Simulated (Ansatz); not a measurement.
Runs of Ansatz 0.2.0 on Al. Symmetry: P6_3/mmc, No. 194, hexagonal system. Conventional cell: a = 2.812 Å, b = 2.812 Å, c = 4.867 Å, α = 90.00°, β = 90.00°, γ = 120.00°. Around Al (site symmetry -6m2) lie 12 Al at 2.81 to 2.93 Å. This isn't the form of Al at room conditions, which is fcc.

```tsv
level	cutoff (eV)	gap on the mesh (eV)	pressure (GPa)
r2SCAN0	500	none	-0.5
PBEsol	420	none	(a)
PBE0	420	none	(b)
HSE06	420	none	1.3
r2SCAN	500	none	-1.1
LDA	420	none	-1.4
```

Alike in all rows: task projected density of states; potentials or basis Ansatz PAW; no spin polarisation; cell as given; k mesh 6 × 6 × 3; smearing fermi-dirac 0.05 eV; the mesh is coarse, so values aren't converged.

Q: Fill in the values left out.

A: (a) 0.4; (b) 1.0.

Caveats: all runs use coarse meshes; the PAW data sets come from PBE, with cores solved anew for the run's functional, which leaves a small shift of forces and pressure; the density of states is complete only up to the lowest level of the last band computed; the thresholds are loose for stress (some runs).

A gap of «none» marks a metal or a gap under the smearing width.
